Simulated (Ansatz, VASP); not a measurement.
One calculation of SiC, two programs

Contents of POSCAR:

```
SiC
1.0
    3.0459841504      0.0000000000      0.0000000000
   -1.5229920752      2.6378996538      0.0000000000
    0.0000000000      0.0000000000      4.9985521835
Si C
2 2
Direct
    0.3333333333      0.6666666667      0.0046083248
    0.6666666667      0.3333333333      0.5046083248
    0.3333333333      0.6666666667      0.3803916752
    0.6666666667      0.3333333333      0.8803916752
```

Contents of INCAR.step1:

```
ALGO = Normal ; EDIFF = 1E-4
ENCUT = 520 ; GGA = PE
ISMEAR = 0 ; LASPH = T
LCHARG = F ; LREAL = F
LWAVE = T ; NBANDS = 16
NELM = 80 ; PREC = Accurate
SIGMA = 0.01
```

Contents of INCAR.step2:

```
ALGO = Normal ; EDIFF = 1E-6
ENCUT = 520 ; ISIF = 2
ISMEAR = 0 ; ISTART = 1
LASPH = T ; LCHARG = T
LELF = T ; LMIXTAU = T
LREAL = F ; LVHAR = T
LWAVE = F ; METAGGA = R2SCAN
NBANDS = 16 ; NELM = 80
PREC = Accurate ; SIGMA = 0.01
```

KPOINTS

```
k-points
0
Gamma
  8 8 6
```

Input for Ansatz:

```yaml
crystal:
  lattice:
    - [3.04598415043, 0.0, 0.0]
    - [-1.52299207521, 2.6378996538, 0.0]
    - [0.0, 0.0, 4.99855218354]
  atoms:
    - { symbol: Si, position: [0.333333333333, 0.666666666667, 0.004608324753] }
    - { symbol: Si, position: [0.666666666667, 0.333333333333, 0.504608324753] }
    - { symbol: C, position: [0.333333333333, 0.666666666667, 0.380391675247] }
    - { symbol: C, position: [0.666666666667, 0.333333333333, 0.880391675247] }
kpoints:
  mp_grid: { grid: [8, 8, 6] }
scf:
  occupations: { method: fixed }
  convergence: { dr2_threshold: 1.0e-10 }
hamiltonian:
  xc: r2scan
  pseudopotentials: { kind: paw }
output:
  forces: true
  stress: true
  eigenstates:
    kpoints:
      - [0.0, 0.0, 0.0]
      - [-0.666666667, 0.333333333, 0.0]
      - [0.5, -0.5, 0.0]
      - [0.0, 0.5, 0.0]
      - [0.5, 0.0, 0.0]
      - [0.500000001, -0.500000001, -0.364304235]
      - [0.0, 0.500000001, -0.364304235]
      - [0.500000001, 0.0, -0.364304235]
      - [0.0, 0.0, -0.5]
      - [-0.5, 0.0, -0.5]
      - [-0.5, 0.5, -0.5]
      - [0.0, -0.5, -0.5]
  eigenvalues: true
```

Alike in both runs: task single point; functional r2SCAN; k mesh 8 × 8 × 6; no spin polarisation.

|  | VASP | Ansatz |
| --- | --- | --- |
| version | VASP 6.6.1 | Ansatz 0.2.0 |
| potentials or method | VASP PAW PBE potentials, release 64 (Si, C) | PAW with Ansatz's default frozen-core files, scalar-relativistic |
| plane-wave cutoff (eV) | 520 | 500 |
| occupations | gaussian, width 0.01 eV | fixed |
| valence electrons in the cell | 16 | 16 |

|  | VASP | Ansatz | Ansatz less VASP |
| --- | --- | --- | --- |
| gap on the k mesh at the Fermi level (eV) | 2.88 | 2.87 | -0.007 |
| pressure (GPa) | 6.8 | 7.0 | +0.21 |

Caveats: the PAW data sets were made with another functional, which shifts forces and pressure a little (VASP). A k mesh can miss the band edges. r2SCAN opens gaps a little over a GGA but as a rule still falls short of measured ones.
